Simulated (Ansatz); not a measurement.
Starting cell, Li2O (anti-fluorite):

```
CELL_PARAMETERS angstrom
      0.00000     2.28997     2.28997
      2.28997     0.00000     2.28997
      2.28997     2.28997     0.00000
ATOMIC_POSITIONS crystal
  O  0.00000 0.00000 0.00000
  Li 0.25000 0.25000 0.25000
  Li 0.75000 0.75000 0.75000
```

In each cell atom 1 (O, nearest neighbour Li at 1.983 Å; its periodic images, 3.2 Å or more away, move with it) moves by s·(0.000, 0.000, 1.000) (along Cartesian z), the rest being held.

The numbers are results of PBEsol (plane waves to 420 eV, PAW, scalar-relativistic; Ansatz, a first-principles code), not measurements. k mesh 10×10×10 (Γ-centred), Fermi-Dirac smearing 0.05 eV. Energies are smeared free energies. Li2O was relaxed with its symmetry unable to fall. ΔE is measured from the undisplaced structure.

```json
[
 {"s (Å)": "-0.200", "ΔE (meV/cell)": "106.5"},
 {"s (Å)": "-0.160", "ΔE (meV/cell)": "68.4"},
 {"s (Å)": "-0.120", "ΔE (meV/cell)": "withheld"},
 {"s (Å)": "-0.080", "ΔE (meV/cell)": "17.2"},
 {"s (Å)": "-0.040", "ΔE (meV/cell)": "4.3"},
 {"s (Å)": "0.000", "ΔE (meV/cell)": "0.0"},
 {"s (Å)": "0.040", "ΔE (meV/cell)": "4.3"},
 {"s (Å)": "0.080", "ΔE (meV/cell)": "17.2"},
 {"s (Å)": "0.120", "ΔE (meV/cell)": "withheld"},
 {"s (Å)": "0.160", "ΔE (meV/cell)": "68.4"},
 {"s (Å)": "0.200", "ΔE (meV/cell)": "106.5"}
]
```

**Question.** Fit an even polynomial form (powers 2, 4) to the given rows and predict ΔE at s = -0.120.

**Answer.** Least squares on the 9 given rows: ΔE = (2690)·s² + (-678.6)·s⁴, in meV/cell with s in Å; root-mean-square residual 0.01 meV/cell. At -0.120 the fit gives 38.6 meV/cell; the calculation gives 38.6 meV/cell, the same to the digits shown. The quadratic term alone would give 38.7 meV/cell.

(A displaced cell: forces are minus the slopes of the energy, force constants its curvatures, and phonons follow from these.)
